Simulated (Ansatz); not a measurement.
Crystal: CdF2.

```xyz
3
Lattice="0.0000 2.6940 2.6940 2.6940 0.0000 2.6940 2.6940 2.6940 0.0000" Properties=species:S:1:pos:R:3 pbc="T T T"
Cd    0.0000    0.0000    0.0000
F     4.0410    4.0410    4.0410
F     1.3470    1.3470    1.3470
```

Base run:

```yaml
Program: Ansatz 0.2.0
Functional: PBEsol
Potentials_or_basis: Ansatz PAW
Cutoff: 420 eV
Density_cutoff: 1680 eV
k_mesh: 9 × 9 × 9
Occupations: fixed
Spin: no spin polarisation
```

Its results: band gap on the k mesh 2.96 eV, indirect (least direct gap 3.42 eV); electronic dielectric tensor (diagonal) 2.91.

Problem. The run is repeated on the same cell with these changes: functional from PBEsol to LDA. What comes out?

Solution. Band gap on the k mesh 2.84 eV, indirect (least direct gap 3.29 eV); electronic dielectric tensor (diagonal) 2.95.

Caveats: odd divisions of the mesh miss points on the zone boundary, where band edges often lie, so the gap on the mesh can be too wide.

A k mesh can miss the band edges.

Not every run made on this cell is shown here.
